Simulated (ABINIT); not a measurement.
Set up this calculation in ABINIT 10.8.3 (patched build), as the native input.

```yaml
Task: single point
Functional: RPBE
Potentials_or_basis: JTH PAW PBE v2.0
Cutoff: 490 eV
k_mesh: 14 × 14 × 14
Occupations: fermi-dirac, width 0.05 eV
Spin: no spin polarisation
Fine-grid_cutoff: 979.61 eV
```

Crystal: B.

```xyz
1
Lattice="1.8852 0.0000 0.0000 0.0000 1.8852 0.0000 0.0000 0.0000 1.8852" Properties=species:S:1:pos:R:3 pbc="T T T"
B     0.9426    0.9426    0.9426
```

The cell was built by a generator and needn't be a form met in nature.

These files were run (other wordings do the same):

run.abi

```
# Pseudopotentials
pp_dirpath "./"
pseudos "B.GGA_PBE-JTH.xml"

# Structure
acell 3*1.0 Angstrom
rprim
     1.8852400000     0.0000000000     0.0000000000
     0.0000000000     1.8852400000     0.0000000000
     0.0000000000     0.0000000000     1.8852400000
ntypat 1
znucl 5
natom 1
typat 1
xred
     0.5000000000     0.5000000000     0.5000000000

# Plane-wave basis
ecut 18.0
pawecutdg 36.0
pawxcdev 0

# k points
kptopt 1
ngkpt 14 14 14
nshiftk 1
shiftk 0.0 0.0 0.0

# Exchange and correlation
ixc 15

# Bands and occupations
nband 6
occopt 3
tsmear 0.05 eV

# SCF cycle
nstep 100
tolvrs 1.0e-9

# Output
iomode 3
prtwf 0
prtden 0
prteig 0
prtebands 0
enunit 1
```

Potentials or basis: JTH PAW PBE v2.0.

Command:

```bash
$ abinit run.abi > log 2>&1
```

It gave:

The pressure is 3.6 GPa and the band gap on the k mesh is none (metal or under the smearing width). The valence electrons inside the program's atomic spheres are B 1.78 (radii [0.9029] Å).

Caveat: the PAW data sets were made with another functional, which shifts forces and pressure a little.

It took 2.3 s on 1 thread of Arm Neoverse V2, with other jobs on the host, peak memory 0.07 GiB.
